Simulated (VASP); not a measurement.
# Nb under changes of volume

One of the cells (18.127 Å³/atom); the others are scaled copies at fixed shape and fractional positions:

```
CELL_PARAMETERS angstrom
0.00000 2.08498 2.08498
2.08498 0.00000 2.08498
2.08498 2.08498 0.00000
ATOMIC_POSITIONS crystal
Nb 0.00000 0.00000 0.00000
```

This isn't the form of Nb at room conditions, which is bcc.

| Quantity | Value |
| --- | --- |
| Program | VASP 6.6.1 |
| Functional | PBEsol |
| Potentials or basis | VASP PAW PBE potentials, release 64 (Nb_sv) |
| Cutoff | 520 eV |
| k mesh | 10 × 10 × 10 |
| Occupations | fermi-dirac, width 0.05 eV |
| Spin | no spin polarisation |

```csv
volume (Å³/atom),energy over the lowest point (meV/atom),pressure (GPa)
17.402,?,?
17.765,4.02,3.7
18.127,0.00,-0.1
18.490,4.09,-3.5
18.852,15.55,-6.6
```

**Question.** What does the run at 17.402 Å³/atom give?

**Answer.** Energy over the lowest point 17.04 meV/atom; pressure 7.8 GPa.

Worked out: A Birch-Murnaghan fit of order 2 (a polynomial in V^(-2/3)) to the other rows has its minimum at 18.12 Å³/atom with B0 = V·E''(V) = 180 GPa. It gives 17.07 meV/atom at 17.402 Å³/atom, against the run's 17.04, and -dE/dV = 7.9 GPa, against 7.8.

Energies are extrapolated to zero smearing.

Caveats: the PAW data sets were made with another functional, which shifts forces and pressure a little.
